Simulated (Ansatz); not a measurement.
A run of Ansatz 0.2.0 is set up as follows.

Contents of input.yaml:

```yaml
crystal:
  lattice:
    - [3.5613831954, 0.0, 0.0]
    - [-1.7806915977, 3.0842483198, 0.0]
    - [0.0, 0.0, 38.99026814]
  atoms:
    - { symbol: Te, position: [0.3333333333, 0.6666666667, 0.32822317] }
    - { symbol: Te, position: [0.3333333333, 0.6666666667, 0.95181809] }
    - { symbol: Te, position: [0.6666666667, 0.3333333333, 0.14008092] }
    - { symbol: Te, position: [0.6666666667, 0.3333333333, 0.76363067] }
    - { symbol: Te, position: [0.6666666667, 0.3333333333, 0.04818191] }
    - { symbol: Te, position: [0.6666666667, 0.3333333333, 0.67177683] }
    - { symbol: Te, position: [0.3333333333, 0.6666666667, 0.23636933] }
    - { symbol: Te, position: [0.3333333333, 0.6666666667, 0.85991908] }
    - { symbol: Mo, position: [0.6666666667, 0.3333333333, 0.282338] }
    - { symbol: Mo, position: [0.6666666667, 0.3333333333, 0.90585884] }
    - { symbol: Mo, position: [0.3333333333, 0.6666666667, 0.09414116] }
    - { symbol: Mo, position: [0.3333333333, 0.6666666667, 0.717662] }
hamiltonian:
  xc: pbe
  pseudopotentials: { kind: paw }
kpoints:
  mp_grid: { grid: [9, 9, 1] }
scf:
  occupations: { method: fermi_dirac, width: 0.05 }
output:
  forces: true
  stress: true
  eigenvalues: true
  write_density: true
  write_potential: true
  elf: true
  volumetric_format: npy
relax:
  f_tol: 0.01
  max_steps: 40
  cell: { stress_tol: 0.05 }
```

Potentials or basis: Ansatz PAW.

Command:

```console
$ ansatz run input.yaml --threads 4 --pin off --max-ram 11264MiB --backend cpu --events-out ev --progress --plain --runs-dir out
```

(1) Estimate the band gap on the k mesh.

(2) Estimate the relaxed cell.

(3) Estimate the relaxed volume.

(4) Predict the space group after relaxing (to 0.05 Å).

Answers

(1) 1.04 eV, direct.

(2) a = 3.556 Å, b = 3.556 Å, c = 40.003 Å, α = 90.00°, β = 90.00°, γ = 120.00°.

(3) 36.51 Å³/atom.

(4) P-3m1 (No. 164).

Caveat: odd divisions of the mesh miss points on the zone boundary, where band edges often lie, so the gap on the mesh can be too wide; the plane-wave basis is chosen anew once the cell has moved, so the energies of steps on either side of that aren't comparable; spin-orbit coupling is left out, which moves the levels of the heavy elements.
